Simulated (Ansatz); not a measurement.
## ZrC under changes of volume

One of the cells (13.228 Å³/atom); the others are scaled copies at fixed shape and fractional positions:

```
Zr C
1.0
     0.00000    2.36500    2.36500
     2.36500    0.00000    2.36500
     2.36500    2.36500    0.00000
Zr C
1 1
Direct
  0.50000 0.50000 0.50000
  0.00000 0.00000 0.00000
```

| Item | Value |
| --- | --- |
| Program | Ansatz 0.2.0 |
| Functional | RPBE |
| Dispersion | D3(BJ) |
| Potentials or basis | all-electron LAPW, relativistic spinors |
| Cutoff | 259 eV (chosen from the basis error) |
| Basis error allowed | 0.001 eV/atom |
| k mesh | 8 × 8 × 8 |
| Occupations | cold, width 0.01 eV |
| Spin | non-collinear spin, program default start, spin-orbit coupling |
| Hubbard terms | Zr d U = 7 eV |

```tsv
volume (Å³/atom)	energy over the lowest point (meV/atom)	pressure (GPa)
12.434	0.00	-18.6
12.699	34.07	-22.5
12.963	74.57	-26.5
13.228	121.20	-29.9
13.493	?	?
13.757	230.12	-35.8
14.022	291.21	-38.2
```

What does the run at 13.493 Å³/atom give?

Energy over the lowest point 173.26 meV/atom; pressure -33.0 GPa.

Worked out: A Birch-Murnaghan fit of order 3 (a polynomial in V^(-2/3)) to the other rows has no minimum within the range. It gives 173.37 meV/atom at 13.493 Å³/atom, against the run's 173.26, and -dE/dV = -33.0 GPa, against -33.0.

Energies are extrapolated to zero smearing.

Caveats: U is the effective U less J, on atomic orbitals that reach past the spheres; the U is typed as a test and isn't derived for this compound; the k mesh is thin for a metal, which can move the energy by tens of meV per atom (some runs); pairwise dispersion overbinds metals, which lowers pressure and volume (some runs).
